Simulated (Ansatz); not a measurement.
SrO: stable or not

It was reached by relaxing an invented guess, and it needn't be the stable form of this composition.

Computed with DFT PBE, scalar-relativistic, plane waves, PAW in Ansatz 0.2.0. Settings of the last relaxation (4-atom cell): 420 eV, 6×6×6 k points, Gaussian smearing of 0.02 eV, no spin polarisation.

```cif
data_structure
_symmetry_space_group_name_H-M 'P 1'
_symmetry_Int_Tables_number 1
_cell_length_a 6.5856
_cell_length_b 6.5856
_cell_length_c 6.5856
_cell_angle_alpha 31.658
_cell_angle_beta 31.658
_cell_angle_gamma 31.658
_cell_volume 69.87
loop_
_atom_site_label
_atom_site_type_symbol
_atom_site_fract_x
_atom_site_fract_y
_atom_site_fract_z
_atom_site_occupancy
Sr1 Sr 0.87553 0.87553 0.87553 1
Sr2 Sr 0.04471 0.04471 0.04471 1
O1 O 0.45952 0.45952 0.45952 1
O2 O 0.62838 0.62838 0.62838 1
```

Formation energies are uncorrected and refer to the elements' standard structures at the same level (O₂ as a molecule).

Task: These tests were run: energy against the elements; phonons on a 2×2×2 q mesh; elastic tensor. What do they show?

Result:

```tsv
test	result
energy against the elements	−2.606 eV/atom
phonons on a 2×2×2 q mesh	no imaginary mode on the mesh
elastic tensor	least eigenvalue 12 GPa
```

It fails none of these tests. Other phases of the system weren't compared here, so this isn't yet thermodynamic stability.

The run for the phonons used a 6×6×6 k mesh. The run for the elastic tensor used a 6×6×6 k mesh.
